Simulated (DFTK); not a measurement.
A run of DFTK 0.8.2 is set up as follows.

Contents of run.jl:

```julia
using DFTK
using PseudoPotentialData
using Unitful, UnitfulAtomic
using LinearAlgebra, Printf
include("save.jl")
disable_threading()

# lattice vectors are the columns
lattice = austrip(1u"Å") * [           0.0        2.82891        2.82891;
                  2.82891            0.0        2.82891;
                  2.82891        2.82891            0.0]
symbols   = [:Ge, :Ge]
positions = [[0.75, 0.75, 0.75],
             [0.5, 0.5, 0.5]]
pseudopotentials = Dict(:Ge => "Ge.upf")
elements = Dict(s => ElementPsp(s, pseudopotentials; rcut=10.0) for s in unique(symbols))
atoms    = [elements[s] for s in symbols]

build_model(lattice, positions; symmetries=true) =
    model_DFT(lattice, atoms, positions;
              functionals=PBEsol(),
              temperature=austrip(0.05u"eV"),
              smearing=Smearing.FermiDirac(),
              kinetic_blowup=BlowupCHV(),
              symmetries)
Ecut  = 52.0  # hartree
kgrid = [4, 4, 4]
tol   = 1e-6
to_GPa = ustrip(uconvert(u"GPa", 1u"hartree/bohr^3"))

model0 = build_model(lattice, positions)
model  = model0
basis0 = PlaneWaveBasis(model; Ecut, kgrid)
display(basis0)
results["steps"] = []
previous = Ref{Any}(nothing)
n = 2
w = 3sqrt(n)  # weight of the strain variables
unpack(x) = (DFTK.voigt_strain_to_full(x[3n+1:end] / w) * lattice, [lattice \ x[3i-2:3i] for i in 1:n])

function energy_gradient(x)
    cell, pos = unpack(x)
    model = build_model(cell, pos; symmetries=model0.symmetries)
    basis = PlaneWaveBasis(model; Ecut, kgrid, basis0.fft_size)
    ρ0 = isnothing(previous[]) ? guess_density(basis) : previous[].ρ * previous[].basis.dvol / basis.dvol
    scfres = self_consistent_field(basis;
                                   tol,
                                   ρ=ρ0,
                                   nbandsalg=AdaptiveBands(model; n_bands_converge=19),
                                   callback=identity)
    previous[] = scfres
    forces = compute_forces_cart(scfres)
    G = -vcat([lattice' \ (cell' * f) for f in forces]...)
    stress = compute_stresses_cart(scfres)
    σ = stress / DFTK.voigt_strain_to_full(x[3n+1:end] / w)'
    G = vcat(G, model.unit_cell_volume * DFTK.full_stress_to_voigt((σ + σ') / 2) / w)
    @printf "step %3d  F = %.8f Ha  max force = %.5f eV/Å  p = %8.4f GPa  V = %.4f Å^3  SCF %d\n" length(results["steps"]) scfres.energies.total ustrip(auconvert(u"eV/Å", maximum(norm, forces))) (-tr(stress) / 3 * to_GPa) ustrip(auconvert(u"Å^3", model.unit_cell_volume)) scfres.n_iter
    push!(results["steps"], Dict("total" => scfres.energies.total, "cell" => rows(eachcol(cell)), "frac" => rows(pos), "forces" => rows(forces), "n_iter" => scfres.n_iter, "stress" => rows(eachrow(stress))))
    scfres.energies.total, G
end

x0 = vcat([lattice * p for p in positions]..., zeros(6))
gtol = 2e-4
function bfgs(x; maxsteps, maxmove=0.3)
    H = Matrix(0.3I, length(x), length(x))  # start Hessian, hartree/bohr^2
    _, g = energy_gradient(x)
    for step in 1:maxsteps
        maximum(abs, g) < gtol && return x, true
        λ, V = eigen(Symmetric(H))
        dx = -V * ((V' * g) ./ abs.(λ))
        dx *= min(1, maxmove / maximum(abs, dx))
        x += dx
        _, gnew = energy_gradient(x)
        dg, Hdx = gnew - g, H * dx
        H += dg * dg' / dot(dg, dx) - Hdx * Hdx' / dot(dx, Hdx)
        g = gnew
    end
    x, maximum(abs, g) < gtol
end
x, relaxed = bfgs(x0; maxsteps=30)
println(relaxed ? "Gradient converged" : "Stopped without reaching the gradient tolerance")
scfres = previous[]
cell, pos = unpack(x)
println("Final lattice vectors (Å)")
display(round.(ustrip.(auconvert.(u"Å", cell')); digits=6))
println("Final reduced positions")
foreach((s, p) -> println(s, "  ", round.(p; digits=6)), symbols, pos)
results["relaxed"] = relaxed
display(scfres.energies)
@printf "Fermi level: %.6f eV\n" ustrip(auconvert(u"eV", something(scfres.εF, NaN)))
forces = compute_forces_cart(scfres)
println("Forces (eV/Å)")
for (s, f) in zip(symbols, forces)
    @printf "%-3s %12.6f %12.6f %12.6f\n" s ustrip.(auconvert.(u"eV/Å", f))...
end
stress = compute_stresses_cart(scfres)
println("Stress (GPa)")
display(round.(stress * to_GPa; digits=4))
println("Levels at the first k-point (eV): ", round.(ustrip.(auconvert.(u"eV", scfres.eigenvalues[1][1:scfres.n_bands_converge])); digits=4))
save_scf!(scfres; forces, stress)
```

Potentials or basis: SG15 1.2 (PBE).

Run with:

```bash
$ julia --threads=1 run.jl  # save.jl only writes the numbers to a file and isn't shown; printed stress counts tension as positive; times include loading and compiling
```

**Question.** Estimate the relaxed volume.

**Answer.** 22.85 Å³/atom.

**Question.** Predict the space group after relaxing (to 0.05 Å).

**Answer.** Fd-3m (No. 227).

**Question.** What does it give for the relaxed cell?

**Answer.** a = 4.013 Å, b = 4.013 Å, c = 4.013 Å, α = 60.00°, β = 60.00°, γ = 60.00°.

Final structure:
```yaml
crystal:
  lattice:
    - [0.00000, 2.83770, 2.83770]
    - [2.83770, 0.00000, 2.83770]
    - [2.83770, 2.83770, 0.00000]
  atoms:
    - { symbol: Ge, position: [0.75000, 0.75000, 0.75000] }
    - { symbol: Ge, position: [0.50000, 0.50000, 0.50000] }
```

Caveat: the k mesh is coarse (spacing up to 0.48 Å⁻¹), so the values aren't converged; the potentials were made for another functional, which shifts forces and pressure. Zero-point motion and thermal expansion aren't in these numbers.
